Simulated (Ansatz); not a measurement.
Relaxed-ion elastic tensor of SrF₂ (fluorite, Fm-3m) in GPa (Voigt order), the program Ansatz at the r²SCAN level (PAW); density 4.30 g/cm³, 16.18 Å³ per atom.

```
 127  47.8  47.8   0.0   0.0   0.0
47.8   127  47.8   0.0   0.0   0.0
47.8  47.8   127   0.0   0.0   0.0
 0.0   0.0   0.0  32.9   0.0   0.0
 0.0   0.0   0.0   0.0  32.9   0.0
 0.0   0.0   0.0   0.0   0.0  32.9
```

Is the crystal mechanically stable?

Yes: the smallest eigenvalue of C is 32.9 GPa.

Work out the Voigt, Reuss and Hill averages.

K_V = 74.3, K_R = 74.3, K_H = 74.3; G_V = 35.7, G_R = 35.3, G_H = 35.5 GPa.

Give Young's modulus, Poisson's ratio, Pugh's ratio and the universal anisotropy index.

E = 9KG/(3K + G) = 91.9 GPa; ν = 0.29; K/G = 2.09 (ductile by the Pugh limit of 1.75); A_U = 5G_V/G_R + K_V/K_R − 6 = 0.04.

Estimate the sound speeds and the Debye temperature.

v_l = √((K + 4G/3)/ρ) = 5320 m/s, v_t = √(G/ρ) = 2870 m/s, mean 3210 m/s; Θ = (h/k)(3n/4πV)^(1/3) v_m = 378 K.

Give the Zener ratio and Young's modulus along [100], [110] and [111].

A = 2C44/(C11 − C12) = 0.83; 1/E = S11 − 2(S11 − S12 − S44/2)Γ with Γ = 0, 1/4, 1/3 gives 101, 89.4, 86.0 GPa.

The cell was relaxed with r²SCAN under the symmetry of its start; phonons on a q-mesh show no instability.

Potentials: the later of the program's two PAW sets.
